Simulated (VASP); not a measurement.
Input of a VASP 6.6.1 run:

The input POSCAR:

```
P
1.0
    1.6477431241     -5.4650377251      0.0000000000
    1.6477431241      5.4650377251      0.0000000000
    0.0000000000      0.0000000000      4.5436355900
P
4
Cartesian
    1.6477431241     -4.4173149036      2.6753615623
    1.6477431241      4.4173149036      1.8682740277
    1.6477431241     -1.0477228215      0.4035437673
    1.6477431241      1.0477228215      4.1400918227
```

Contents of INCAR.step1:

```
SYSTEM = P
PREC = Accurate
ENCUT = 520
EDIFF = 1E-5
ISMEAR = 0
SIGMA = 0.01
LREAL = .FALSE.
LASPH = .TRUE.
NELM = 100
ALGO = Normal
ISIF = 2
LWAVE = .TRUE.
LCHARG = .FALSE.
NBANDS = 11
ISYM = -1
GGA = PE
```

The input INCAR.step2:

```
SYSTEM = P
PREC = Accurate
ENCUT = 520
EDIFF = 1E-6
ISMEAR = -5
SIGMA = 0.01
LREAL = .FALSE.
LASPH = .TRUE.
NELM = 100
ALGO = Normal
ISIF = 2
LWAVE = .FALSE.
LCHARG = .FALSE.
GGA = PE
LHFCALC = .TRUE.
AEXX = 1.0
ALDAC = 0.0
AGGAC = 0.0
PRECFOCK = Fast
IVDW = 12
LORBIT = 11
NBANDS = 11
ISYM = -1
ISTART = 1
NEDOS = 1001
```

The input KPOINTS:

```
Automatic mesh
0
G
  4 4 3
  0 0 0
```

Potentials or basis: VASP PAW PBE potentials, release 54 (P).

Command:

```bash
$ cat potpaw_PBE.54/P/POTCAR > POTCAR
$ cp INCAR.step1 INCAR
$ mpirun -np 1 vasp_std > vasp.out
$ cp INCAR.step2 INCAR
$ mpirun -np 1 vasp_std > vasp.out
```

(1) What does it give for the largest force?

(2) Estimate the band gap on the k mesh.

(3) Predict the dispersion energy per atom.

Results:

(1) 0.870 eV/Å.

(2) 6.25 eV, direct.

(3) -1.228 eV.

Caveat: the k mesh is coarse (spacing up to 0.50 Å⁻¹), so the values aren't converged, least of all with exact exchange; the PAW data sets were made with another functional, which shifts forces and pressure a little; an odd mesh through Γ misses points on the zone boundary, where band edges often lie.
